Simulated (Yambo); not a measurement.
BP: optical spectrum by the Bethe-Salpeter equation with PBEsol

Crystal: BP.

```xyz
2
Lattice="0.0000 2.2068 2.2068 2.2068 0.0000 2.2068 2.2068 2.2068 0.0000" Properties=species:S:1:pos:R:3 pbc="T T T"
P     3.3102    3.3102    3.3102
B     0.0000    0.0000    0.0000
```

The cell isn't the ideal one: cell squeezed.

```yaml
Program: Yambo 5.3.0
Task: optical spectrum by the Bethe-Salpeter equation
Functional: PBEsol
Potentials_or_basis: PseudoDojo 0.4.1 SR PBEsol standard
Cutoff: 1034 eV
Density_cutoff: 4136 eV
k_mesh: 6 × 6 × 6
Occupations: fixed
Spin: no spin polarisation
k_mesh_of_the_self-consistent_run: 10 × 10 × 10
Random_integration_of_the_Coulomb_term: yes
Direction_of_the_field_or_of_q_to_0: x
Broadening: 0.1 eV
Kernel: screened exchange
Terms_kept: resonant and antiresonant, uncoupled
Solver: diagonalisation
Correction_of_the_levels: scissor
Top_of_the_energy_range: 20 eV
Energy_points: 200
Scissor_shift: 0.87 eV
Bands_of_the_transition_space_first_last: "[3, 6]"
Bands_in_the_response: 29
Cutoff_of_the_response_matrix: 5 Ry
Cutoff_of_exchange_and_Vxc: 20 Ry
```

| Property | Result |
| --- | --- |
| Band gap on the k mesh, mean-field level | 1.07 eV, indirect (least direct gap 3.50 eV) |
| Exciton binding energy | 0.21 eV |
| Lowest exciton energy | 4.16 eV |
| Lowest bright exciton energy | 4.16 eV |

Dielectric function (along the field direction of the input):
```tsv
energy (eV)	real part	imaginary part
0.30	8.81	0.01
0.90	8.98	0.04
1.61	9.42	0.08
2.31	10.21	0.15
3.02	11.64	0.28
3.62	14.02	0.60
4.32	15.10	2.77
5.03	12.16	15.13
5.73	7.78	28.81
6.33	-43.22	42.87
7.04	-14.19	4.22
7.74	-9.58	3.01
8.44	-4.34	1.47
9.05	-3.19	1.58
9.75	-4.77	3.86
10.45	-4.32	2.85
11.16	-5.30	1.47
11.76	-3.63	0.52
12.46	-2.27	0.27
13.17	-1.73	0.08
13.87	-1.30	0.05
14.47	-1.02	0.04
15.18	-0.77	0.03
15.88	-0.54	0.05
16.58	-0.42	0.02
17.19	-0.29	0.02
17.89	-0.17	0.02
18.59	-0.06	0.01
19.30	0.03	0.01
20.00	0.10	0.01
```

Lowest exciton energies (eV): 4.16, 4.16, 4.16, 4.17, 4.95, 4.95, 4.95, 4.95

Excitons:
```csv
energy (eV),strength (relative to the strongest)
4.157,0.013
4.161,0.065
4.164,0.012
4.169,0.03
4.947,0.0024
4.948,0.056
4.949,0.35
4.951,4.8e-06
4.952,0.0057
4.953,0.0073
4.960,1.7e-07
4.960,3.1e-07
```

Run time: 64 s on 1 thread of Arm Neoverse V2, on a shared host.

Caveat: the scissor is the correction of the direct gap in an earlier G0W0 run on the same states; exciton energies and binding change strongly with the k mesh and aren't converged on this one; spectra need much finer meshes, so this one isn't converged. A k mesh can miss the band edges.
